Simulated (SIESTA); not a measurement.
# PbO2 (P4_2/mnm) in SIESTA: a series of runs, part 2 of 2

SIESTA 5.4.2. The steps go on from the part before.

### 3 Band structure, PBEsol, non-collinear spin, zero start, spin-orbit coupling

PbO2.fdf

```
SystemName                      PbO2
SystemLabel                     PbO2
NumberOfSpecies                 2
NumberOfAtoms                   6
%block ChemicalSpeciesLabel
  1  82 Pb
  2   8 O
%endblock ChemicalSpeciesLabel

LatticeConstant                 1.0 Ang
%block LatticeVectors
     4.9949598700     0.0000000000     0.0000000000
     0.0000000000     4.9949598700     0.0000000000
     0.0000000000     0.0000000000     3.4090009600
%endblock LatticeVectors
AtomicCoordinatesFormat         Fractional
%block AtomicCoordinatesAndAtomicSpecies
     0.5000000000     0.5000000000     0.5000000000  1  Pb
     0.0000000000     0.0000000000     0.0000000000  1  Pb
     0.6925710400     0.6925710400     0.0000000000  2  O
     0.8074289600     0.1925710400     0.5000000000  2  O
     0.1925710400     0.8074289600     0.5000000000  2  O
     0.3074289600     0.3074289600     0.0000000000  2  O
%endblock AtomicCoordinatesAndAtomicSpecies

%block kgrid.MonkhorstPack
    4   0   0  0.0
    0   4   0  0.0
    0   0   6  0.0
%endblock kgrid.MonkhorstPack
XC.Functional                   GGA
XC.Authors                      PBEsol
PAO.BasisSize                   DZP
PAO.EnergyShift                 0.003 Ry
Mesh.Cutoff                     800 Ry
Spin                            spin-orbit
%block DM.InitSpin
    1   0.000     0.00     0.00
    2   0.000     0.00     0.00
    3   0.000     0.00     0.00
    4   0.000     0.00     0.00
    5   0.000     0.00     0.00
    6   0.000     0.00     0.00
%endblock DM.InitSpin
WriteOrbMom                     true
OccupationFunction              FD
ElectronicTemperature           0.05 eV
MaxSCFIterations                120
SCF.MustConverge                false
SCF.Mixer.Method                Pulay
SCF.Mixer.Weight                0.25
SCF.Mixer.History               8
SCF.DM.Tolerance                5.0e-05
SCF.H.Tolerance                 1.0e-03 eV
WriteForces                     true
Charge.Mulliken                 end
BandLinesScale                  ReciprocalLatticeVectors
%block BandLines
    1    0.000000   0.000000   0.000000  \Gamma
    7    0.000000   0.500000   0.000000  X
    7    0.500000   0.500000   0.000000  M
   10    0.000000   0.000000   0.000000  \Gamma
   10    0.000000   0.000000   0.500000  Z
    7    0.000000   0.500000   0.500000  R
    7    0.500000   0.500000   0.500000  A
   10    0.000000   0.000000   0.500000  Z
    1    0.000000   0.500000   0.000000  X
   10    0.000000   0.500000   0.500000  R
    1    0.500000   0.500000   0.000000  M
   10    0.500000   0.500000   0.500000  A
%endblock BandLines
%block PAO.Basis
  Pb 4
  n=6 0 2
    6.155 0.000
  n=6 1 2
    8.826 0.000
  n=5 2 2
    4.172 0.000
  n=6 2 1
    8.826
%endblock PAO.Basis
```

Potentials or basis: PseudoDojo 0.4 standard (PBEsol files, fully relativistic), DZP (energy shift 0.003 Ry; two zetas on semicore shells).

Run with:

```
siesta PbO2.fdf > PbO2.out 2>&1
```

PbO2.out:

```text
Version         : 5.4.2

                           ***********************
                           *  WELCOME TO SIESTA  *
                           ***********************

 NOTE: Siesta V5 introduces some new defaults for basis-set generation
 NOTE: which might lead to slightly different numerical results.
 NOTE: Please see the manual for full details and compatibility measures.

reinit: Reading from file PbO2.fdf

reinit: -----------------------------------------------------------------------
reinit: System Name: PbO2
reinit: -----------------------------------------------------------------------
reinit: System Label: PbO2
reinit: -----------------------------------------------------------------------

NOTE on units for spin output:
{S} is the spin magnetic moment, in units of the Bohr magneton,
assuming a g-factor for the electron spin of exactly 2.
The spin magnetic moment is then numerically equal to the charge inbalance,
[... 883 lines left out ...]
    3 12 3Pdxz      0.00576   0.00000     -0.000  -0.000   0.000
    3 13 3Pdx2-y2   0.00392   0.00000     -0.000  -0.000  -0.000
    3     Total     6.72354   0.00000     -0.000  -0.000   0.000
[... 33 lines left out ...]
    6  3 2py        1.87118   0.00000     -0.000  -0.000  -0.000
    6  4 2pz        1.70221   0.00000      0.000  -0.000  -0.000
    6  5 2px        1.87118   0.00000      0.000  -0.000  -0.000
    6  6 2py       -0.21952   0.00000      0.000   0.000   0.000
    6  7 2pz       -0.17592   0.00000      0.000   0.000   0.000
    6  8 2px       -0.21952   0.00000      0.000   0.000   0.000
    6  9 3Pdxy      0.00469   0.00000      0.000  -0.000  -0.000
    6 10 3Pdyz      0.00576   0.00000      0.000   0.000   0.000
    6 11 3Pdz2      0.00515   0.00000     -0.000  -0.000   0.000
    6 12 3Pdxz      0.00576   0.00000     -0.000  -0.000   0.000
    6 13 3Pdx2-y2   0.00392   0.00000      0.000   0.000  -0.000
    6     Total     6.72354   0.00000      0.000  -0.000  -0.000

Total              52.00000   0.00000      0.000   0.000   0.000

Mulliken Atomic Populations:
Atom #   charge [q] valence [e]           S      Sx [e]      Sy [e]      Sz [e]  Species
     1     1.447086   12.552914    0.000000    0.000000   -0.000000   -0.000000  Pb
     2     1.447086   12.552914    0.000000   -0.000000    0.000000    0.000000  Pb
     3    -0.723543    6.723543    0.000000   -0.000000   -0.000000    0.000000  O
     4    -0.723543    6.723543    0.000000    0.000000    0.000000   -0.000000  O
     5    -0.723543    6.723543    0.000000   -0.000000    0.000000    0.000000  O
     6    -0.723543    6.723543    0.000000    0.000000   -0.000000   -0.000000  O
 Total    -0.000000                0.000000    0.000000    0.000000    0.000000

Job completed
```

Wall time 4.8 min (1 thread of Intel Xeon 6975P-C (Granite Rapids), shared host); peak memory 0.77 GiB.

Results:

* Free energy: -5604.0392 eV
* Pressure: 5.9 GPa
* Largest force: 0.025 eV/Å
* Band gap on the k mesh: 0.17 eV, indirect (least direct gap 0.61 eV)
* Band gap along the path: 0.06 eV, indirect (least direct gap 0.14 eV)
* Net moment: 0.00 μB per cell

Forces on the atoms (eV/Å):
```
Pb   0.000  0.000  0.000
Pb   0.000  0.000  0.000
O   -0.017 -0.017  0.000
O    0.017 -0.017  0.000
O   -0.017  0.017  0.000
O    0.017  0.017  0.000
```

Stress tensor (GPa, compression positive):
```
4.85 0.00 0.00
0.00 4.85 0.00
0.00 0.00 8.02
```

Levels at the corners of the path, in eV from the valence-band top:
| point | band 50 | band 51 | band 52 | band 53 | band 54 | band 55 |
| --- | --- | --- | --- | --- | --- | --- |
| Γ | -0.50 | -0.47 | -0.47 | 0.14 | 0.14 | 4.08 |
| X | -0.33 | -0.33 | -0.33 | 2.28 | 2.28 | 2.28 |
| M | -0.43 | -0.43 | -0.43 | 2.66 | 2.66 | 2.66 |
| Γ | -0.50 | -0.47 | -0.47 | 0.14 | 0.14 | 4.08 |
| Z | -0.72 | -0.72 | -0.72 | 3.62 | 3.62 | 3.62 |
| R | -0.30 | -0.28 | -0.28 | 3.90 | 3.90 | 3.91 |
| A | -0.43 | -0.43 | -0.43 | 2.65 | 2.65 | 2.65 |
| Z | -0.72 | -0.72 | -0.72 | 3.62 | 3.62 | 3.62 |
| X | -0.33 | -0.33 | -0.33 | 2.28 | 2.28 | 2.28 |
| R | -0.30 | -0.28 | -0.28 | 3.90 | 3.90 | 3.91 |
| M | -0.43 | -0.43 | -0.43 | 2.66 | 2.66 | 2.66 |
| A | -0.43 | -0.43 | -0.43 | 2.65 | 2.65 | 2.65 |

Moments on the atoms (μB; x, y, z):
```
Pb  0.00 0.00 0.00
Pb  0.00 0.00 0.00
O   0.00 0.00 0.00
O   0.00 0.00 0.00
O   0.00 0.00 0.00
O   0.00 0.00 0.00
```

Caveat: the mesh misses the band edges, which the band path finds closer together; the basis of atomic orbitals isn't converged, which shifts pressures, moduli and gaps. As with any semilocal functional, this PBEsol gap is likely too small.
